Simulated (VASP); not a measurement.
Cu, 2 atoms in the cell. The structure is hexagonal, space group P6_3/mmc (No. 194). The conventional cell has a = 2.551 Å, b = 2.551 Å, c = 4.140 Å, α = 90.00°, β = 90.00°, γ = 120.00°. Cu (site symmetry -6m2) is surrounded by 12 Cu at 2.54 to 2.55 Å. This isn't the form of Cu at room conditions, which is fcc. The cell isn't the ideal one: volume scaled by 1.02.

* Program: VASP 6.6.1
* Task: single point
* Functional: PBE
* Potentials or basis: VASP PAW PBE potentials, release 64 (Cu)
* Cutoff: 520 eV
* k mesh: 12 × 12 × 7
* Occupations: fermi-dirac, width 0.05 eV
* Spin: no spin polarisation
* Dipole correction: no
* Further INCAR settings: ALGO = Normal; EDIFF = 1e-06; NBANDS = 18

Potentials or basis: VASP PAW PBE potentials, release 64 (Cu).

The run is started by

```bash
$ cat potpaw_PBE.64/Cu/POTCAR > POTCAR
$ mpirun -np 1 vasp_std > vasp.out
```

Hardware: 1 thread of AMD EPYC 9R45 96-Core Processor (Zen 5), on a shared host.

Task: How long does it take, and how much memory?

Result: Wall time 11 s on 1 thread of AMD EPYC 9R45 96-Core Processor (Zen 5), with other jobs on the host, peak memory 0.12 GiB. Counts: scf iterations 11, k points 76.
